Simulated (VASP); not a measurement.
# MnO2 (P-3m1) in VASP: further runs

Runs on MnO2. Level: PBE. Tasks: relaxation of cell and atoms.

All numbers are computed with VASP 6.6.1; they aren't measurements. Logs are shortened: lines on timing, memory, paths and dates and some standing lists are left out, and cuts for length are marked.

### 1 The crystal as given

Symmetry: P-3m1, No. 164, trigonal system. Conventional cell: a = 2.857 Å, b = 2.857 Å, c = 4.601 Å, α = 90.00°, β = 90.00°, γ = 120.00°. Mn (site symmetry -3m) is surrounded by 6 O at 1.90 Å. O (site symmetry 3m) has 3 Mn at 1.90 Å as nearest neighbours.

Measurements of this composition are mostly on another form, of space group No. 136.

### 2 Relaxation of cell and atoms, PBE, collinear spin, ferromagnetic start

Contents of INCAR:

```
SYSTEM = MnO2
PREC = Accurate
ENCUT = 600
EDIFF = 1E-6
ISMEAR = 0
SIGMA = 0.03
LREAL = .FALSE.
LASPH = .TRUE.
NELM = 150
ALGO = Normal
ISIF = 3
LWAVE = .FALSE.
LCHARG = .FALSE.
ISPIN = 2
MAGMOM = 4 0 0
LORBIT = 11
LMAXMIX = 4
GGA = PE
IBRION = 2
NSW = 90
EDIFFG = -0.01
AMIX = 0.2
BMIX = 1E-4
AMIX_MAG = 0.8
BMIX_MAG = 1E-4
```

Contents of KPOINTS:

```
regular mesh
0
G
  12 12 6
  0 0 0
```

Contents of POSCAR:

```
MnO2
1.0
    2.8565781800      0.0000000000      0.0000000000
   -1.4282890900      2.4738692700      0.0000000000
    0.0000000000      0.0000000000      4.6013740600
Mn O
1 2
Direct
    0.0000000000      0.0000000000      0.5000000000
    0.6666666700      0.3333333300      0.2937074300
    0.3333333300      0.6666666700      0.7062925700
```

Potentials or basis: VASP PAW PBE potentials, release 64 (Mn_pv, O).

Command:

```bash
$ cat potpaw_PBE.64/Mn_pv/POTCAR potpaw_PBE.64/O/POTCAR > POTCAR
$ mpirun -np 1 vasp_std > vasp.out
```

OUTCAR:

```text
SYSTEM = MnO2
   PREC = Accurate
   ENCUT = 600
   EDIFF = 1E-6
   ISMEAR = 0
   LREAL = .FALSE.
   LASPH = .TRUE.
   NELM = 150
   ISIF = 3
   ISPIN = 2
   LORBIT = 11
   GGA = PE
   IBRION = 2
   NSW = 90
   EDIFFG = -0.01
   AMIX = 0.2
   AMIX_MAG = 0.8

 ion  position               nearest neighbor table
   1  0.000  0.000  0.500-   2 1.90   3 1.90   3 1.90   2 1.90   2 1.90   3 1.90
   2  0.667  0.333  0.294-   1 1.90   1 1.90   1 1.90
   3  0.333  0.667  0.706-   1 1.90   1 1.90   1 1.90

  LATTYP: Found a hexagonal cell.
 ALAT       =     2.8565781800
 C/A-ratio  =     1.6107992745

  Lattice vectors:

 A1 = (   2.8565781800,   0.0000000000,   0.0000000000)
 A2 = (  -1.4282890900,   2.4738692700,   0.0000000000)
 A3 = (   0.0000000000,   0.0000000000,   4.6013740600)

Analysis of symmetry for initial positions (statically):
=====================================================================
 Subroutine PRICEL returns:
 Original cell was already a primitive cell.

 Routine SETGRP: Setting up the symmetry group for a
 hexagonal supercell.

 Subroutine GETGRP returns: Found 12 space group operations
 (whereof 12 operations were pure point group operations)
 out of a pool of 24 trial point group operations.

The static configuration has the point symmetry D_3d.

Analysis of symmetry for dynamics (positions and initial velocities):
=====================================================================
 Subroutine PRICEL returns:
 Original cell was already a primitive cell.

 Routine SETGRP: Setting up the symmetry group for a
 hexagonal supercell.

 Subroutine GETGRP returns: Found 12 space group operations
 (whereof 12 operations were pure point group operations)
 out of a pool of 24 trial point group operations.

The dynamic configuration has the point symmetry D_3d.

Analysis of structural, dynamic, and magnetic symmetry:
=====================================================================
 Subroutine PRICEL returns:
 Original cell was already a primitive cell.

 Routine SETGRP: Setting up the symmetry group for a
 hexagonal supercell.

 Subroutine GETGRP returns: Found 12 space group operations
 (whereof 12 operations were pure point group operations)
 out of a pool of 24 trial point group operations.

The overall configuration has the point symmetry D_3d.

 Subroutine INISYM returns: Found 12 space group operations
 (whereof 12 operations are pure point group operations),
 and found     1 'primitive' translations

----------------------------------------------------------------------------------------

                                     Primitive cell

  volume of cell :      32.5170

  direct lattice vectors                    reciprocal lattice vectors
     2.856578180  0.000000000  0.000000000     0.350069187  0.202112539  0.000000000
    -1.428289090  2.473869270  0.000000000     0.000000000  0.404225079  0.000000000
     0.000000000  0.000000000  4.601374060     0.000000000  0.000000000  0.217326387

  length of vectors
     2.856578180  2.856578178  4.601374060     0.404225078  0.404225079  0.217326387

  position of ions in fractional coordinates (direct lattice)
     0.000000000  0.000000000  0.500000000
     0.666666670  0.333333330  0.293707430
     0.333333330  0.666666670  0.706292570

  ion indices of the primitive-cell ions
   primitive index   ion index
                 1           1
                 2           2
                 3           3

----------------------------------------------------------------------------------------

 KPOINTS: regular mesh

Automatic generation of k-mesh.
 Grid dimensions read from file:
 generate k-points for:   12   12    6

 Generating k-lattice:

  Cartesian coordinates                     Fractional coordinates (reciprocal lattice)
     0.029172432  0.016842712  0.000000000     0.083333333 -0.000000000  0.000000000
     0.000000000  0.033685423  0.000000000     0.000000000  0.083333333  0.000000000
     0.000000000  0.000000000  0.036221065     0.000000000  0.000000000  0.166666667

  Length of vectors
     0.033685423  0.033685423  0.036221065

  Shift w.r.t. Gamma in fractional coordinates (k-lattice)
     0.000000000  0.000000000  0.000000000

 Subroutine IBZKPT returns following result:
 ===========================================

 Found    100 irreducible k-points:

 Following reciprocal coordinates:
            Coordinates               Weight
  0.000000  0.000000  0.000000      1.000000
  0.083333  0.000000  0.000000      6.000000
  0.166667  0.000000  0.000000      6.000000
  0.250000  0.000000  0.000000      6.000000
  0.333333  0.000000  0.000000      6.000000
  0.416667  0.000000  0.000000      6.000000
[... 16 lines left out ...]
  0.166667  0.000000  0.166667      6.000000
  0.000000  0.166667  0.166667      6.000000
 [... further k-points ...]
   k-points           NKPTS =    100   k-points in BZ     NKDIM =    100   number of bands    NBANDS=     18
   number of dos      NEDOS =    301   number of ions     NIONS =      3
   total plane-waves  NPLWV =  23040
   dimension x,y,z NGX =    24 NGY =   24 NGZ =   40
   dimension x,y,z NGXF=    48 NGYF=   48 NGZF=   80
   ions per type =               1   2
   NGX,Y,Z   is equivalent  to a cutoff of  13.97, 13.97, 14.45 a.u.
   NGXF,Y,Z  is equivalent  to a cutoff of  27.93, 27.93, 28.90 a.u.
 SYSTEM =  MnO2
   PREC   = accura    normal or accurate (medium, high low for compatibility)
   ISTART =      0    job   : 0-new  1-cont  2-samecut
   ICHARG =      2    charge: 1-file 2-atom 10-const
   ISPIN  =      2    spin polarized calculation?
   LNONCOLLINEAR =      F non collinear calculations
   LSORBIT =      F    spin-orbit coupling
   LASPH  =      T    aspherical Exc in radial PAW
   ENCUT  =  600.0 eV  44.10 Ry    6.64 a.u.   5.71  5.71  9.19*2*pi/ulx,y,z
   NELM   =    150;   NELMIN=  2; NELMDL= -5     # of ELM steps
   EDIFF  = 0.1E-05   stopping-criterion for ELM
   LREAL  =      F    real-space projection
   EDIFFG = -.1E-01   stopping-criterion for IOM
   NSW    =     90    number of steps for IOM
   IBRION =      2    ionic relax: 0-MD 1-quasi-New 2-CG
   NFREE  =      1    steps in history (QN), initial steepest desc. (CG)
   ISIF   =      3    stress and relaxation
   ISYM   =      2    0-nonsym 1-usesym 2-fastsym
   POTIM  = 0.5000    time-step for ionic-motion
   TEBEG  =    0.0;   TEEND  =   0.0 temperature during run
   PSTRESS=    0.0 pullay stress
   NELECT =      25.0000    total number of electrons
   NUPDOWN=      -1.0000    fix difference up-down
   EMIN   =  10.00;   EMAX   =-10.00  energy-range for DOS
   EFERMI =   0.00;   METHOD = LEGACY
   ISMEAR =     0;   SIGMA  =   0.03  broadening in eV -4-tet -1-fermi 0-gaus
   EFERMI_NEDOS =   21; number of points for ismear=-14 and -15
   IALGO  =     38    algorithm
   IMIX   =      4    mixing-type and parameters
     AMIX     =   0.20;   BMIX     =  0.00
     AMIX_MAG =   0.80;   BMIX_MAG =  0.00
  volume/ion in A,a.u.               =      10.84        73.15
  Fermi-wavevector in a.u.,A,eV,Ry     =   1.499747  2.834111 30.602787  2.249241
  Thomas-Fermi vector in A             =   2.611337
   LORBIT       =     11    0 simple, 1 ext, 2 COOP (PROOUT), +10 PAW based schemes
   GGA     = PE    functional components
   LHFCALC =     F    Hartree Fock is set to
   AEXX    =    0.0000 exact exchange contribution
   IVDW    =     0    specifies the selected vdW correction
   LEPSILON=     F    determine dielectric tensor
   LRPA    =     F    only Hartree local field effects (RPA)
 conjugate gradient relaxation of ions
 spin polarized calculation
 Gauss-broadening in eV      SIGMA  =   0.03
  energy-cutoff  :      600.00
  volume of cell :       32.52
 maximum number of plane-waves:      1104
 NGX is ok and might be reduce to    24
   NGX = 11   NGY = 11   NGZ = 19

--------------------------------------- Ionic step        1  -------------------------------------------

 number of electron      24.9999996 magnetization       3.0001329

 Free energy of the ion-electron system (eV)
  ---------------------------------------------------
  ext. energy  EPLUGINS =         0.00000000
  ---------------------------------------------------
  free energy    TOTEN  =       -23.80971494 eV

  energy without entropy =      -23.80971494  energy(sigma->0) =      -23.80971494

------------------------ aborting loop because EDIFF is reached ----------------------------------------

  FORCE on cell =-STRESS in cart. coord.  units (eV):
  Direction    XX          YY          ZZ          XY          YZ          ZX
  --------------------------------------------------------------------------------------
  -------------------------------------------------------------------------------------
  Total        1.1736591      1.1736591      0.9122053     -0.0000000      0.0000000     -0.0000000
  in kB       57.8285321     57.8285320     44.9461763     -0.0000000      0.0000000     -0.0000000
  external PRESSURE =      53.5344134 kB  Pullay stress =       0.0000000 kB
[... 92 lines left out ...]
  FREE ENERGIE OF THE ION-ELECTRON SYSTEM (eV)
  ---------------------------------------------------
  free  energy   TOTEN  =       -23.8237915006 eV

  energy  without entropy=      -23.8237915006  energy(sigma->0) =      -23.82379150

 E-fermi :   2.6753     XC(G=0): -10.3341

 val. band max:        2.4261561139   @ k =   0.0833   0.0833   0.5000
 cond. band min:       3.3574717242   @ k =   0.0000   0.0000   0.5000
 fundamental gap:      0.9313156104
 Fermi energy:         2.6753227062

 spin component 1

 k-point     1 :       0.0000    0.0000    0.0000
  band No.  band energies     occupation
      1     -47.8300      1.00000
      2     -47.8300      1.00000
      3     -47.8235      1.00000
      4     -16.9004      1.00000
      5     -14.7110      1.00000
      6      -3.5145      1.00000
[... 481 lines left out ...]
      5     -14.8250      1.00000
      6      -3.4276      1.00000
[... 10 lines left out ...]
     17      10.7442      0.00000
     18      13.7268      0.00000

 [... further k-points ...]

 spin component 2

 k-point     1 :       0.0000    0.0000    0.0000
  band No.  band energies     occupation
      1     -44.7472      1.00000
      2     -44.7472      1.00000
      3     -44.5643      1.00000
      4     -16.7680      1.00000
      5     -14.6228      1.00000
      6      -2.6353      1.00000
[... 481 lines left out ...]
      5     -14.7299      1.00000
      6      -2.6251      1.00000
[... 10 lines left out ...]
     17      11.0665      0.00000
     18      14.2426      0.00000

 [... further k-points ...]

[... ionic steps 4 to 15 ...]

--------------------------------------- Ionic step       16  -------------------------------------------

 number of electron      25.0000005 magnetization       3.0000005

------------------------ aborting loop because EDIFF is reached ----------------------------------------
[... 69 lines left out ...]
--------------------------------------- Ionic step       18  -------------------------------------------

 number of electron      25.0000005 magnetization       3.0000005

 Free energy of the ion-electron system (eV)
  ---------------------------------------------------
  ext. energy  EPLUGINS =         0.00000000
  ---------------------------------------------------
  free energy    TOTEN  =       -23.84022216 eV

  energy without entropy =      -23.84022216  energy(sigma->0) =      -23.84022216

 E-fermi :   2.1612     XC(G=0): -10.0586

 val. band max:        2.0032685512   @ k =   0.0833   0.0833   0.5000
 cond. band min:       2.9723571999   @ k =   0.0000   0.0000   0.5000
 fundamental gap:      0.9690886487
 Fermi energy:         2.1611520167

 spin component 1

 k-point     1 :       0.0000    0.0000    0.0000
  band No.  band energies     occupation
      1     -48.2113      1.00000
      2     -48.2113      1.00000
      3     -48.2074      1.00000
      4     -17.2610      1.00000
      5     -15.1385      1.00000
      6      -3.8552      1.00000
[... 481 lines left out ...]
      5     -15.2362      1.00000
      6      -3.7799      1.00000
[... 10 lines left out ...]
     17      10.2196      0.00000
     18      13.2552      0.00000

 [... further k-points ...]

 spin component 2

 k-point     1 :       0.0000    0.0000    0.0000
  band No.  band energies     occupation
      1     -45.1275      1.00000
      2     -45.1275      1.00000
      3     -44.9569      1.00000
      4     -17.1267      1.00000
      5     -15.0476      1.00000
      6      -2.9613      1.00000
[... 481 lines left out ...]
      5     -15.1387      1.00000
      6      -2.9739      1.00000
[... 10 lines left out ...]
     17      10.5087      0.00000
     18      13.7513      0.00000

 [... further k-points ...]

------------------------ aborting loop because EDIFF is reached ----------------------------------------

  FORCE on cell =-STRESS in cart. coord.  units (eV):
  Direction    XX          YY          ZZ          XY          YZ          ZX
  --------------------------------------------------------------------------------------
  -------------------------------------------------------------------------------------
  Total        0.0276406      0.0276406      0.0255110     -0.0000000      0.0000000      0.0000000
  in kB        1.2208774      1.2208773      1.1268112     -0.0000000      0.0000000      0.0000000
  external PRESSURE =       1.1895220 kB  Pullay stress =       0.0000000 kB
[... 18 lines left out ...]
  FREE ENERGIE OF THE ION-ELECTRON SYSTEM (eV)
  ---------------------------------------------------
  free  energy   TOTEN  =       -23.8402221581 eV

  energy  without entropy=      -23.8402221581  energy(sigma->0) =      -23.84022216

 reached required accuracy - stopping structural energy minimisation

 total charge

# of ion       s       p       d       tot
------------------------------------------
    1        0.346   6.445   4.897  11.688
    2        1.580   3.402   0.000   4.982
    3        1.580   3.402   0.000   4.982
--------------------------------------------------
tot          3.505  13.250   4.897  21.652

 magnetization (x)

# of ion       s       p       d       tot
------------------------------------------
    1        0.031   0.039   2.788   2.858
    2        0.004   0.029   0.000   0.033
    3        0.004   0.029   0.000   0.033
--------------------------------------------------
tot          0.038   0.097   2.788   2.924
```

Run time: 15 min. Hardware: 1 thread of AMD EPYC 9R14 (Zen 4), shared host; peak memory 0.23 GiB.

Results:

- Free energy: -23.8402 eV
- Relaxed volume: 12.09 Å³/atom
- Relaxed cell: a = 2.880 Å, b = 2.880 Å, c = 5.049 Å, α = 90.00°, β = 90.00°, γ = 120.00°
- Space group after relaxing (to 0.05 Å): P-3m1 (No. 164)
- Energy gained by relaxing: 10.2 meV/atom
- Ionic steps: 18
- Pressure after relaxing: 0.1 GPa
- Largest force after relaxing: 0.010 eV/Å
- Band gap on the k mesh: 0.97 eV, indirect (least direct gap 1.03 eV)
- Net moment: 3.00 μB per cell
- Site moments: Mn +2.86; O +0.03 μB
- Valence electrons inside the program's atomic spheres: Mn 11.69; O 4.98

Forces on the atoms (eV/Å):
```
Mn   0.000  0.000  0.000
O    0.000  0.000  0.010
O    0.000  0.000 -0.010
```

Step by step:
| step | energy change (eV) | largest force (eV/Å) | pressure (GPa) | volume (Å³) |
| --- | --- | --- | --- | --- |
| 1 | 0.0000 | 0.3051 | 5.35 | 32.52 |
| 2 | 0.0118 | 0.6423 | -6.01 | 34.25 |
| 3 | -0.0141 | 0.1199 | 0.26 | 33.24 |
| 4 | -0.0141 | 0.1125 | 0.42 | 33.22 |
| 5 | -0.0155 | 0.0871 | 0.26 | 33.36 |
| 6 | -0.0182 | 0.0145 | 0.00 | 33.79 |
| 7 | -0.0174 | 0.1344 | -0.44 | 34.66 |
| 8 | -0.0188 | 0.0523 | -0.15 | 34.16 |
| 9 | -0.0197 | 0.0544 | -0.11 | 34.24 |
| 10 | -0.0220 | 0.0599 | 0.02 | 34.47 |
| 11 | -0.0257 | 0.0720 | 0.41 | 34.93 |
| 12 | -0.0290 | 0.1088 | 1.28 | 35.83 |
| 13 | -0.0304 | 0.0693 | -0.40 | 36.41 |
| 14 | -0.0305 | 0.0335 | -0.07 | 36.29 |
| 15 | -0.0305 | 0.0359 | -0.14 | 36.30 |
| 16 | -0.0305 | 0.0050 | 0.20 | 36.27 |
| 17 | -0.0305 | 0.0117 | 0.08 | 36.27 |
| 18 | -0.0305 | 0.0097 | 0.12 | 36.27 |

Final structure:
```cif
data_structure
_symmetry_space_group_name_H-M 'P 1'
_symmetry_Int_Tables_number 1
_cell_length_a 2.8803
_cell_length_b 2.8803
_cell_length_c 5.0485
_cell_angle_alpha 90.000
_cell_angle_beta 90.000
_cell_angle_gamma 120.000
_cell_volume 36.27
loop_
_atom_site_label
_atom_site_type_symbol
_atom_site_fract_x
_atom_site_fract_y
_atom_site_fract_z
_atom_site_occupancy
Mn1 Mn 0.00000 0.00000 0.50000 1
O1 O 0.66667 0.33333 0.31025 1
O2 O 0.33333 0.66667 0.68975 1
```

Caveat: a cell with one magnetic atom can't hold antiferromagnetic order, which such compounds often take. A k mesh can miss the band edges.

[end of part 1 of 2]
